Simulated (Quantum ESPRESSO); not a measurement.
AlNi3:

```
Ni Al
1.0
     3.52305    0.00000    0.00000
     0.00000    3.52305    0.00000
     0.00000    0.00000    3.52305
Ni Al
3 1
Direct
  0.50000 0.50000 0.00000
  0.50000 0.00000 0.50000
  0.00000 0.50000 0.50000
  0.00000 0.00000 0.00000
```

The cell is a database's computed one.

Base run:

```yaml
Program: Quantum ESPRESSO 7.5
Functional: PBEsol
Potentials_or_basis: GBRV 1.5 PBEsol
Cutoff: 612 eV
Density_cutoff: 4898 eV
k_mesh: 6 × 6 × 6
Occupations: fermi-dirac, width 0.05 eV
Spin: no spin polarisation
```

Its results: band gap on the k mesh none (metal or under the smearing width); pressure -0.8 GPa.

Question: The run is repeated on the same cell with these changes: spin from no spin polarisation to non-collinear spin, random start. What comes out?

Answer: Band gap on the k mesh none (metal or under the smearing width); pressure -0.6 GPa; net moment 0.67 μB per cell.

Caveats: non-collinear GGA energies in this program can be off by tens of meV an atom and hang on the start (some runs).
